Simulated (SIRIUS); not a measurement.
TaN:

```
Ta N
1.0
     0.00000    2.21132    2.21132
     2.21132    0.00000    2.21132
     2.21132    2.21132    0.00000
Ta N
1 1
Direct
  0.50000 0.50000 0.50000
  0.00000 0.00000 0.00000
```

The cell comes from a database or a generator and needn't be the stable form of this composition.

Base run:

- Program: SIRIUS 7.12.0
- Functional: AM05
- Potentials or basis: PseudoDojo 0.4.1 PBE standard (scalar relativistic)
- Cutoff: 1152 eV
- Density cutoff: 4606 eV
- k mesh: 10 × 10 × 10
- Occupations: fermi-dirac, width 0.05 eV
- Spin: no spin polarisation

Its results: band gap on the k mesh none (metal or under the smearing width); pressure -11.5 GPa.

**Question.** After a change of settings the same cell gave: band gap on the k mesh none (metal or under the smearing width); pressure -1.3 GPa. Which change was it?
A. functional from AM05 to SG4; libxc names from ["XC_GGA_X_AM05", "XC_GGA_C_AM05"] to ["XC_GGA_X_SG4", "XC_GGA_C_SG4"]
B. functional from AM05 to xPBE; libxc names from ["XC_GGA_X_AM05", "XC_GGA_C_AM05"] to ["XC_GGA_X_XPBE", "XC_GGA_C_XPBE"]
C. functional from AM05 to HLE16; libxc names from ["XC_GGA_X_AM05", "XC_GGA_C_AM05"] to ["XC_GGA_XC_HLE16"]
D. functional from AM05 to PW91; libxc names from ["XC_GGA_X_AM05", "XC_GGA_C_AM05"] to ["XC_GGA_X_PW91", "XC_GGA_C_PW91"]

**Answer.** D.

Caveats: the potentials were made for another functional, which shifts forces and pressure.

Runs at the PBE level aren't shown here.
